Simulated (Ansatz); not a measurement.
# CaO: the change of pressure with volume ratio

All results are calculated (Ansatz 0.2.0). Plane-wave density functional theory, PAW datasets, Gaussian smearing 0.05 eV: equation of state, the given cell scaled in volume with shape and atoms relaxed at each volume.

The cell before it is scaled or strained (space group Fm-3m, No. 225):
```
cell vectors (Å)
   0.0000     2.3974     2.3974
   2.3974     0.0000     2.3974
   2.3974     2.3974     0.0000
atoms (fractions of the cell vectors)
Ca  0.50000  0.50000  0.50000
O   0.00000  0.00000  0.00000
```

Settings of every row: paw set soft_2; functional r2SCAN; spin treatment none; moment partition spheres; spin axis none; wave cutoff 500 eV; k mesh 8x8x8; symmetry use detected.

Atom hubbard u: 0 on all atoms.

| row | volume ratio | V (Å³/atom) | pressure (GPa) | energy above given cell (meV per atom) |
| --- | --- | --- | --- | --- |
| 1 | 0.96 | 13.228 | 5.216 | 8.66 |
| 2 | 0.98 | 13.504 | 2.468 | 2.09 |
| 3 | 1 | 13.78 | ? | ? |
| 4 | 1.02 | 14.055 | -2.219 | 1.94 |
| 5 | 1.04 | 14.331 | -4.213 | 7.51 |
| 6 | 1.07 | 14.744 | -6.832 | 21.84 |

Question: what pressure should row 3 give?

Worked fit of pressure. Take u = (V_r/V)^(2/3) − 1 with V_r = 14.055 Å³ an atom, which is twice the finite (Eulerian) strain; such expansions in the strain, on which the Birch-Murnaghan equation of state is built, carry the rest volume and the bulk modulus. The shown rows have u = 0.04126, 0.02702, 0, -0.01288, -0.0314. Least squares give pressure = −2.2177 + 161.232 × u + 457.25 × u² GPa; a straight line predicts inner rows, each left out in turn, worse (root mean square 0.27 against 0.0069 GPa). The rows lie off it by 0.003, -0.005, -0.001, 0.006, -0.002 (root mean square 0.0039 GPa). The pressure vanishes at u = 0.0133, or V = 13.78 Å³ an atom, and there the bulk modulus with shape and atoms relaxed is B = −V dP/dV = (2/3)(1 + u) dP/du = 117 GPa. The withheld row has u = 0.01326, so the fit gives −2.2177 + 161.232 × (0.01326) + 457.25 × (0.01326)² = 0.001 GPa.

The calculation gave -0.001 GPa. The fit lies 0.002 GPa (200 % of the value, 0.017 % of the column's range) above it; its largest miss of a shown row is 0.006 GPa.

The other values of row 3: energy above given cell 0 meV per atom.
